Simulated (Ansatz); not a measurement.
Runs of Ansatz 0.2.0 on SiMo3. The structure is cubic, space group Pm-3n (No. 223). The conventional cell has a = 4.889 Å, b = 4.889 Å, c = 4.889 Å, α = 90.00°, β = 90.00°, γ = 90.00°. Mo (site symmetry -4m2) has 2 Mo at 2.44 Å and 4 Si at 2.73 Å as nearest neighbours. Si (site symmetry m-3) is surrounded by 12 Mo at 2.73 Å. 

```csv
task,level,cell,cutoff (eV),gap on the mesh (eV),pressure (GPa),relaxed volume (Å³/atom)
relaxation of cell and atoms,LDA,relaxed,420,none,0.0,(b)
relaxation of cell and atoms,r2SCAN,relaxed,500,none,0.0,(a)
single point,PBEsol,as given,420,none,-4.4,-
relaxation of cell and atoms,PBE,relaxed,420,none,0.0,14.77
relaxation of cell and atoms,BLYP,relaxed,420,none,0.0,15.38
```

Alike in all rows: potentials or basis Ansatz PAW; no spin polarisation; k mesh 6 × 6 × 6; smearing fermi-dirac 0.05 eV.

Estimate the missing entries.

(a) 14.57; (b) 14.12.

Caveats: the plane-wave basis is chosen anew once the cell has moved, so the energies of steps on either side of that aren't comparable (some runs); the PAW data sets come from PBE, with cores solved anew for the run's functional, which leaves a small shift of forces and pressure (some runs); the potentials were made for another functional, which shifts forces and pressure (some runs).

A k mesh can miss the band edges, and the runs leave out spin-orbit coupling on Mo.

A gap of «none» marks a metal or a gap under the smearing width.

Not every run made on this cell is shown here.
